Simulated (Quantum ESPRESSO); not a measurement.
## BAs: phonons with BLYP

The system is BAs.

```xyz
2
Lattice="0.0000 2.3885 2.3885 2.3885 0.0000 2.3885 2.3885 2.3885 0.0000" Properties=species:S:1:pos:R:3 pbc="T T T"
As    3.5827    3.5827    3.5827
B     0.0000    0.0000    0.0000
```

```yaml
Program: Quantum ESPRESSO 7.5
Task: phonons
Functional: BLYP
Potentials_or_basis: PseudoDojo 0.4.1 SR PBE standard
Cutoff: 1143 eV
Density_cutoff: 4572 eV
k_mesh: 8 × 8 × 8, shifted
Occupations: fermi-dirac, width 0.05 eV
Spin: no spin polarisation
Mixing_beta: 0.5
Most_SCF_iterations: 120
SCF_threshold: 4e-10 Ry
```

```json
{"Pressure after relaxing": "8.1 GPa", "Electronic dielectric tensor (diagonal)": "9.43", "Born charges (mean of the diagonal)": "As +0.38; B -0.38 e", "Highest phonon frequency at Γ, LO-TO splitting left out": "693 cm⁻¹", "Static dielectric tensor (diagonal)": "9.49"}
```

Levels at points of the mesh, in eV from the valence-band top:
```tsv
k point	band 5	band 6	band 7	band 8	band 9	band 10	band 11	band 12	band 13	band 14
(0.06, 0.06, 0.06)	-35.51	-15.14	-0.50	0.00	0.00	3.62	3.66	3.66	5.14	10.38
```

Phonon frequencies in cm⁻¹ (negative: imaginary):
| q point | frequencies |
| --- | --- |
| (0.000, 0.000, 0.000) | 53 53 53 693 693 693 |

Electronic dielectric tensor:
```
9.43 0.00 0.00
0.00 9.43 0.00
0.00 0.00 9.43
```

Born effective charge tensors (e):
atom 1, As
```
0.38 0.00 0.00
0.00 0.38 0.00
0.00 0.00 0.38
```
atom 2, B
```
-0.38  0.00  0.00
 0.00 -0.38  0.00
 0.00  0.00 -0.38
```

Optical modes at Γ, degenerate ones joined, polar ones without the macroscopic field:
```csv
cm⁻¹,components,symmetry,active in,"IR intensity, summed ((D/Å)²/amu)"
698,3,T2,IR and Raman,1.05
```

Zone-centre frequencies without and with the macroscopic field along z (cm⁻¹):
```
                optical modes in rising order
       without                    698 698 698
with the field                    698 698 700
```

Static dielectric tensor, electrons and zone-centre modes:
```
9.49 0.00 0.00
0.00 9.49 0.00
0.00 0.00 9.49
```

Run time: 6.3 min on 1 thread of Intel(R) Xeon(R) 6975P-C (Granite Rapids), on a shared host, peak memory 0.08 GiB.

Caveat: the potentials were made for another functional, which shifts forces and pressure; the cell is more than 3 GPa from zero pressure, which shifts response properties; before the sum rule the acoustic modes lie tens of cm⁻¹ from zero, a sign that the density grid also shifts the optical modes.
